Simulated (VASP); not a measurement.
Runs of VASP 6.6.1 on GaP. It takes space group F-43m (No. 216, cubic). The conventional cell has a = 5.451 Å, b = 5.451 Å, c = 5.451 Å, α = 90.00°, β = 90.00°, γ = 90.00°. Ga (site symmetry -43m) has 4 P at 2.36 Å as nearest neighbours. P (site symmetry -43m) is surrounded by 4 Ga at 2.36 Å. 

```csv
task,spin,cell,cutoff (eV),gap on the mesh (eV),pressure (GPa),relaxed volume (Å³/atom)
relaxation of cell and atoms,off,relaxed,600,1.50,0.0,(b)
band structure,off,as given,520,1.51,-0.6,-
band structure,"SOC, no magnetisation",as given,520,-,-0.8,-
relaxation of cell and atoms,"SOC, no magnetisation",relaxed,600,-,-0.1,(a)
```

Alike in all rows: level PBEsol; potentials or basis VASP PAW PBE potentials, release 64 (Ga_d, P); k mesh 6 × 6 × 6; smearing fermi-dirac 0.05 eV.

**Question.** Estimate the missing entries.

**Answer.** (a) 20.09; (b) 20.10.

Caveats: the PAW data sets were made with another functional, which shifts forces and pressure a little.

A k mesh can miss the band edges, and rows without SOC leave out spin-orbit coupling on Ga.
